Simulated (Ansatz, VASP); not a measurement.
**TaN: VASP beside Ansatz**

File POSCAR:

```
TaN
1.0
    0.0000000000      2.2413805221      2.2413805221
    2.2413805221      0.0000000000      2.2413805221
    2.2413805221      2.2413805221      0.0000000000
Ta N
1 1
Direct
    0.5000000000      0.5000000000      0.5000000000
    0.0000000000      0.0000000000      0.0000000000
```

The input INCAR.step1:

```
PREC = Accurate
ENCUT = 520
ISMEAR = 0
SIGMA = 0.1
LREAL = False
LASPH = True
NELM = 60
NBANDS = 15
GGA = PE
ALGO = Normal
EDIFF = 1E-4
LWAVE = True
LCHARG = False
```

File INCAR.step2:

```
PREC = Accurate
ENCUT = 520
EDIFF = 1E-6
ISMEAR = 0
SIGMA = 0.1
LREAL = False
LASPH = True
NELM = 60
ALGO = Normal
ISIF = 2
LWAVE = False
LCHARG = False
METAGGA = R2SCAN
LMIXTAU = True
NBANDS = 15
ISTART = 1
```

Contents of KPOINTS:

```
Automatic mesh
0
Gamma
  16 16 16
```

Input for Ansatz:

```yaml
crystal:
  lattice:
    - [0.0, 2.2413805221, 2.2413805221]
    - [2.2413805221, 0.0, 2.2413805221]
    - [2.2413805221, 2.2413805221, 0.0]
  atoms:
    - { symbol: Ta, position: [0.5, 0.5, 0.5] }
    - { symbol: "N", position: [0.0, 0.0, 0.0] }
basis:
  ecutwfc: 500
kpoints:
  mp_grid: { grid: [16, 16, 16] }
hamiltonian:
  xc: r2scan
scf:
  occupations: { method: gaussian, width: 0.1 }
output:
  forces: true
  stress: true
  eigenvalues: true
```

Alike in both runs: task single point; functional r2SCAN; k mesh 16 × 16 × 16; occupations gaussian, width 0.1 eV; no spin polarisation.

|  | VASP | Ansatz |
| --- | --- | --- |
| version | VASP 6.6.1 | Ansatz 0.2.0 |
| potentials or method | VASP PAW PBE potentials, release 64 (Ta_pv, N) | scalar-relativistic, plane waves, PAW |
| plane-wave cutoff (eV) | 520 | 500 |
| valence electrons in the cell | 16 | 18 |

```csv
,VASP,Ansatz,Ansatz less VASP
gap on the k mesh at the Fermi level (eV),none,none,-
pressure (GPa),-16.5,-18.0,-1.54
```

A gap of «none» marks a metal or a gap that the smearing closes. The two sets of potentials don't hold the same shells in valence.

Caveats: so large a pressure means that the cell lies far from this level's equilibrium, or that cutoff or potentials fall short (VASP); the potentials were made for another functional, which shifts forces and pressure (VASP). Spin-orbit coupling is left out, which matters for the levels of Ta.
